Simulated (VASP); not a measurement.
# Ag (Fm-3m) in VASP: settings compared, part 2 of 2

VASP 6.6.1.

## Step 4: Single point, PBE

File INCAR:

```
PREC = Accurate
ENCUT = 520
EDIFF = 1E-6
ISMEAR = 0
SIGMA = 0.011
LREAL = F
LASPH = T
NELM = 100
ALGO = Fast
ISIF = 2
LWAVE = F
LCHARG = F
GGA = PE
NBANDS = 12
```

File KPOINTS:

```
regular mesh
0
Gamma
  11 11 11
```

File POSCAR:

```
Ag
1.0
    0.0000000000      2.0427500000      2.0427500000
    2.0427500000      0.0000000000      2.0427500000
    2.0427500000      2.0427500000      0.0000000000
Ag
1
Direct
    0.0000000000      0.0000000000      0.0000000000
```

Potentials or basis: VASP PAW PBE potentials, release 64 (Ag).

Command:

```
$ cat potpaw_PBE.64/Ag/POTCAR > POTCAR
$ mpirun -np 1 vasp_std > vasp.out
```

OUTCAR:

```text
PREC = Accurate
   ENCUT = 520
   EDIFF = 1E-6
   ISMEAR = 0
   LREAL = F
   LASPH = T
   NELM = 100
   ISIF = 2
   GGA = PE

 ion  position               nearest neighbor table
   1  0.000  0.000  0.000-

  LATTYP: Found a face centered cubic cell.
 ALAT       =     4.0855000000

  Lattice vectors:

 A1 = (   0.0000000000,   2.0427500000,   2.0427500000)
 A2 = (   2.0427500000,   0.0000000000,   2.0427500000)
 A3 = (   2.0427500000,   2.0427500000,   0.0000000000)

Analysis of symmetry for initial positions (statically):
=====================================================================
 Subroutine PRICEL returns:
 Original cell was already a primitive cell.

 Routine SETGRP: Setting up the symmetry group for a
 face centered cubic supercell.

 Subroutine GETGRP returns: Found 48 space group operations
 (whereof 48 operations were pure point group operations)
 out of a pool of 48 trial point group operations.

The static configuration has the point symmetry O_h .

Analysis of symmetry for dynamics (positions and initial velocities):
[... 167 lines left out ...]
 k-point     1 :       0.0000    0.0000    0.0000
  band No.  band energies     occupation
      1       0.6617      2.00000
      2       3.6132      2.00000
      3       3.6132      2.00000
      4       3.6132      2.00000
      5       4.6468      2.00000
      6       4.6468      2.00000
      7      24.4555      0.00000
      8      28.0355      0.00000
      9      28.0355      0.00000
     10      28.0355      0.00000
     11      32.8419      0.00000
     12      33.9805      0.00000
[... 331 lines left out ...]
 k-point    24 :      -0.1818    0.1818    0.0000
  band No.  band energies     occupation
      1       2.6921      2.00000
      2       3.2133      2.00000
      3       3.8290      2.00000
      4       4.2263      2.00000
      5       4.2580      2.00000
      6       5.7943      2.00000
      7      20.3627      0.00000
      8      20.7697      0.00000
      9      27.0596      0.00000
     10      28.8643      0.00000
     11      29.5460      0.00000
     12      33.0677      0.00000

 [... further k-points ...]

------------------------ aborting loop because EDIFF is reached ----------------------------------------

  FORCE on cell =-STRESS in cart. coord.  units (eV):
  Direction    XX          YY          ZZ          XY          YZ          ZX
  --------------------------------------------------------------------------------------
  -------------------------------------------------------------------------------------
  Total        0.4438024      0.4438024      0.4438024     -0.0000000     -0.0000000      0.0000000
  in kB       41.7085021     41.7085021     41.7085021     -0.0000000     -0.0000000      0.0000000
  external PRESSURE =      41.7085021 kB  Pullay stress =       0.0000000 kB

 VOLUME and BASIS-vectors are now :
 -----------------------------------------------------------------------------
  energy-cutoff  :      520.00
  volume of cell :       17.05
      direct lattice vectors                 reciprocal lattice vectors
     0.000000000  2.042750000  2.042750000    -0.244768082  0.244768082  0.244768082
     2.042750000  0.000000000  2.042750000     0.244768082 -0.244768082  0.244768082
     2.042750000  2.042750000  0.000000000     0.244768082  0.244768082 -0.244768082

 POSITION                                       TOTAL-FORCE (eV/Angst)
 -----------------------------------------------------------------------------------
      0.00000      0.00000      0.00000         0.000000      0.000000      0.000000
 -----------------------------------------------------------------------------------
    total drift:                               -0.000000     -0.000000     -0.000000

  FREE ENERGIE OF THE ION-ELECTRON SYSTEM (eV)
  ---------------------------------------------------
  free  energy   TOTEN  =        -2.7091858455 eV

  energy  without entropy=       -2.7091717859  energy(sigma->0) =       -2.70917882
```

It took 7.7 s on 1 thread of AMD EPYC 9R45 (Zen 5), shared host; peak memory 0.11 GiB.

What came out:

| Property | Result |
| --- | --- |
| Free energy | -2.7092 eV |
| Pressure | 4.2 GPa |
| Band gap on the k mesh | none (metal or under the smearing width) |

Levels at points of the mesh, in eV from the Fermi level:
```
           k point  band 4  band 5  band 6  band 7  band 8  band 9
(0.00, 0.00, 0.00)   -5.10   -4.07   -4.07   15.74   19.32   19.32
```

## Step 5: Relaxation of cell and atoms, PBE

File INCAR:

```
SYSTEM = Ag
ALGO     = Normal         ! electronic algorithm
EDIFF    = 1E-7           ! SCF threshold, eV
EDIFFG   = -0.005         ! ionic threshold
ENCUT    = 600            ! plane-wave cutoff, eV
GGA      = PE             ! functional
IBRION   = 2              ! ionic algorithm
ISIF     = 3              ! what is computed and relaxed
ISMEAR   = -1             ! smearing method
LASPH    = .TRUE.         ! aspherical terms in the spheres
LCHARG   = .FALSE.        ! write CHGCAR
LREAL    = .FALSE.        ! projectors in reciprocal space
LWAVE    = .FALSE.        ! write WAVECAR
NELM     = 100            ! most SCF steps
NSW      = 60             ! ionic steps
PREC     = Accurate       ! precision mode
SIGMA    = 0.05           ! smearing width, eV
```

File KPOINTS:

```
k-points
0
G
  11 11 11
  0 0 0
```

POSCAR is that of step 4.

Command:

```
$ cat potpaw_PBE.64/Ag/POTCAR > POTCAR
$ mpirun -np 1 vasp_std > vasp.out
```

Wall time 12 s (1 thread of AMD EPYC 9R45 (Zen 5), shared host); peak memory 0.12 GiB.

Results (log left out):

```
Free energy                            : -2.7195 eV
Relaxed volume                         : 17.77 Å³/atom
Relaxed cell                           : a = 2.929 Å, b = 2.929 Å, c = 2.929 Å, α = 60.00°, β = 60.00°, γ = 60.00°
Space group after relaxing (to 0.05 Å) : Fm-3m (No. 225)
Energy gained by relaxing              : 9.1 meV/atom
Ionic steps                            : 3
Pressure after relaxing                : 0.0 GPa
Band gap on the k mesh                 : none (metal or under the smearing width)
```

Step by step:
```tsv
step	energy change (eV)	largest force (eV/Å)	pressure (GPa)	volume (Å³)
1	0.0000	0.0000	4.23	17.05
2	-0.0065	0.0000	-1.91	18.18
3	-0.0091	0.0000	0.01	17.77
```

Final structure:
```
Ag
1.0
     0.00000    2.07121    2.07121
     2.07121    0.00000    2.07121
     2.07121    2.07121    0.00000
Ag
1
Cartesian
  0.0000 0.0000 0.0000
```

Levels at points of the mesh, in eV from the Fermi level:
| k point | band 4 | band 5 | band 6 | band 7 | band 8 | band 9 |
| --- | --- | --- | --- | --- | --- | --- |
| (0.00, 0.00, 0.00) | -4.93 | -3.97 | -3.97 | 15.66 | 19.00 | 19.00 |

## Step 6: For comparison

An earlier run on the cell as given: functional PBEsol; potentials or basis VASP PAW PBE potentials, release 64 (Ag); cutoff 520 eV; k mesh 11 × 11 × 11; occupations fermi-dirac, width 0.05 eV; no spin polarisation.

* Pressure: -3.1 GPa
* Band gap on the k mesh: none (metal or under the smearing width)

## Step 7: Summary

```tsv
task	level	spin	cell	k mesh	cutoff (eV)	smearing	ladder	gap on the mesh (eV)	pressure (GPa)
atomic charges	AM05	non-collinear, ferromagnetic start	volume scaled by 1.15	8 × 8 × 8	520	fermi-dirac 0.02 eV	-	none	-11.0
single point	PBE	off	as given	11 × 11 × 11	520	gaussian 0.023 eV	-	none	4.1
single point	PBE	off	as given	11 × 11 × 11	520	gaussian 0.011 eV	-	none	4.2
relaxation of cell and atoms	PBE	off	relaxed	11 × 11 × 11	600	fermi-dirac 0.05 eV	-	none	0.0
single point	PBEsol	off	as given	11 × 11 × 11	520	fermi-dirac 0.05 eV	free	none	-3.1
```

Alike in all rows: potentials or basis VASP PAW PBE potentials, release 64 (Ag).

Every run on the cell as given and a fine mesh finds a metal. The pressure there spans -3.1 GPa (PBEsol) to 4.2 GPa (PBE); a positive pressure means that this level wants a larger cell, a negative one a smaller.

Caveats: the PAW data sets were made with another functional, which shifts forces and pressure a little (some runs).

Absolute energies hang on the potentials; compare differences alone.
